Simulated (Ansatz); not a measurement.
A strain series on ZnSnN2 (ordering on rocksalt): isotropic on every length

ZnSnN2 as one 4-atom ordering (R-3m) on the rocksalt lattice, relaxed with r2SCAN in the plane-wave code Ansatz, then strained (isotropic on every length; changes of length per length, axes as in the cell below) with the atoms relaxed again within the symmetry that is left. Space group R-3m (No. 166), trigonal; conventional cell a = 3.167 Å, c = 15.449 Å, 11.19 Å³ an atom. Around Zn lie 6 N at 2.27 Å; around Sn lie 6 N at 2.21 Å; around N lie 3 Sn at 2.21 Å and 3 Zn at 2.27 Å. Simulation only: spin-unpolarised, and no claim that this is the phase found in nature.

```
Zn Sn N
1.0
     1.58369    0.91434    5.14982
    -1.58369    0.91434    5.14982
     0.00000   -1.82868    5.14982
Zn Sn N
1 1 2
Direct
  0.00000 0.00000 0.00000
  0.50000 0.50000 0.50000
  0.24647 0.24647 0.24647
  0.75353 0.75353 0.75353
```

Gaps are the least over each mesh (PBE 10×10×10, HSE06 6×6×6 when unstrained) and the special points, which keep their unstrained names; stress is the change from the unstrained cell, compression positive.

```
strain (%)  gap, PBE (eV)  gap, HSE06 (eV)                 edges, HSE06  mean stress, r2SCAN (GPa)  energy rise, r2SCAN (meV/atom)
      -2.0              –            2.339  (-0.036, 0.182, -0.219) → F                          –                               –
      -1.0          0.909            2.178   (0.023, 0.211, -0.188) → F                          –                               –
       0.0          0.737            1.899  (-0.005, 0.195, -0.201) → Γ                       0.00                             0.0
      +0.5          0.620            1.760  (-0.016, 0.190, -0.206) → Γ                      -2.76                             1.5
      +2.0          0.278            1.351  (-0.013, 0.190, -0.203) → Γ                      -9.84                            22.2
```

Between zero and the nearest strains the slope of the HSE06 gap against strain is -0.279 eV per percent for negative and -0.279 for positive strain.

No spin-orbit coupling is included; it can move band edges with weight on the heavy atoms by tenths of an eV.

Where an edge lies off the special points, it is a point of the mesh or the k point where a search put PBE's edge or least direct gap, reused for the other functionals, whose own edges may lie a little apart.

Coordinates of k points refer to the reciprocal vectors of the primitive cell of the runs.
